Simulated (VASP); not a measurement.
Write the native input for VASP 6.6.1 that does the following.

* Task: single point
* Functional: PBE
* Potentials or basis: VASP PAW PBE potentials, release 64 (Cd, Te)
* Cutoff: 520 eV
* k mesh: 6 × 6 × 6
* Occupations: fermi-dirac, width 0.02 eV
* Spin: no spin polarisation
* Dipole correction: no
* Further INCAR settings: ALGO = Fast; EDIFF = 1e-07; NBANDS = 16

The structure of CdTe lies in POSCAR:

```
CdTe
1.0
    3.7610754505      0.0000000000      0.0000000000
    0.0000000000      3.7610754505      0.0000000000
    0.0000000000      0.0000000000      3.7610754505
Cd Te
1 1
Direct
    0.0000000000      0.0000000000      0.0000000000
    0.5000000000      0.5000000000      0.5000000000
```

The cell was built by a generator and needn't be a form met in nature.

The input as run:

INCAR

```
SYSTEM = CdTe
ALGO     = Fast           ! electronic algorithm
EDIFF    = 1E-7           ! SCF threshold, eV
ENCUT    = 520            ! plane-wave cutoff, eV
GGA      = PE             ! functional
ISIF     = 2              ! what is computed and relaxed
ISMEAR   = -1             ! smearing method
LASPH    = .True.         ! aspherical terms in the spheres
LCHARG   = .True.         ! write CHGCAR
LELF     = .True.         ! ELF
LREAL    = .False.        ! projectors in reciprocal space
LVHAR    = .True.       
LWAVE    = .False.        ! write WAVECAR
NBANDS   = 16             ! bands
NELM     = 100            ! most SCF steps
PREC     = Accurate       ! precision mode
SIGMA    = 0.02           ! smearing width, eV
```

KPOINTS

```
k-points
0
Gamma
  6 6 6
  0 0 0
```

Potentials or basis: VASP PAW PBE potentials, release 64 (Cd, Te).

Command:

```sh
$ cat potpaw_PBE.64/Cd/POTCAR potpaw_PBE.64/Te/POTCAR > POTCAR
$ mpirun -np 1 vasp_std > vasp.out
```

Results of the run:

| Property | Result |
| --- | --- |
| Pressure | 0.8 GPa |
| Band gap on the k mesh | none (metal or under the smearing width) |

It took 8 s on 1 thread of AMD EPYC 9R45 96-Core Processor (Zen 5), on a shared host, peak memory 0.13 GiB.
